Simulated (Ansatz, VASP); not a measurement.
Al: VASP beside Ansatz

INCAR

```
ALGO = Fast
EDIFF = 1E-7
ENCUT = 520
GGA = PE
ISIF = 2
ISMEAR = 0
IVDW = 12
LASPH = True
LCHARG = False
LREAL = False
LWAVE = False
NBANDS = 8
NELM = 100
PREC = Accurate
SIGMA = 0.1
```

The input KPOINTS:

```
k-points
0
Gamma
  10 10 10
```

POSCAR

```
Al
1.0
    0.0000000000      2.0194648466      2.0194648466
    2.0194648466      0.0000000000      2.0194648466
    2.0194648466      2.0194648466      0.0000000000
Al
1
Direct
    0.0000000000      0.0000000000      0.0000000000
```

Input for Ansatz:

```yaml
crystal:
  lattice:
    - [0.0, 2.0194648466, 2.0194648466]
    - [2.0194648466, 0.0, 2.0194648466]
    - [2.0194648466, 2.0194648466, 0.0]
  atoms:
    - { symbol: Al, position: [0.0, 0.0, 0.0] }
basis:
  ecutwfc: 420
kpoints:
  mp_grid: { grid: [10, 10, 10] }
hamiltonian:
  xc: pbe
  dispersion: d3bj
scf:
  occupations: { method: gaussian, width: 0.1 }
  n_extra_bands: 5
  max_iter: 60
output:
  forces: true
  stress: true
  eigenvalues: true
```

Alike in both runs: task single point; functional PBE; dispersion D3(BJ); k mesh 10 × 10 × 10; occupations gaussian, width 0.1 eV; no spin polarisation.

```csv
,VASP,Ansatz
version,VASP 6.6.1,Ansatz 0.2.0
potentials or method,"VASP PAW PBE potentials, release 64 (Al)","scalar-relativistic, plane waves, PAW"
plane-wave cutoff (eV),520,420
valence electrons in the cell,3,3
```

|  | VASP | Ansatz | Ansatz less VASP |
| --- | --- | --- | --- |
| gap on the k mesh at the Fermi level (eV) | none | none | - |
| pressure (GPa) | -3.5 | -3.4 | +0.04 |

A gap of «none» marks a metal or a gap that the smearing closes.

Caveats: pairwise dispersion overbinds metals, which lowers pressure and volume.
